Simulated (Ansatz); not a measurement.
AgCl:

```
CELL_PARAMETERS angstrom
3.43397 0.00000 0.00000
0.00000 3.43397 0.00000
0.00000 0.00000 3.43397
ATOMIC_POSITIONS crystal
Ag 0.00000 0.00000 0.00000
Cl 0.50000 0.50000 0.50000
```

Measurements of this composition are mostly on another form, of space group No. 225.

Program: Ansatz 0.2.0. Alike in all runs: cell as given; cutoff (eV) 182; basis error allowed 0.001 eV/atom.

Problem. Order these runs on this cell by their pressure, lowest first.
A. level PBEsol; potentials or basis all-electron LAPW, relativistic spinors; spin SOC, no magnetisation; k mesh 6 × 6 × 6; smearing fermi-dirac 0.05 eV
B. level PBE; potentials or basis all-electron LAPW, scalar-relativistic; spin off; k mesh 8 × 8 × 8; smearing gaussian 0.1 eV
C. level LDA; potentials or basis all-electron LAPW, scalar-relativistic; spin off; k mesh 8 × 8 × 8; smearing gaussian 0.02 eV

Solution. C (-7.6 GPa), A (-4.6 GPa), B (-0.1 GPa).
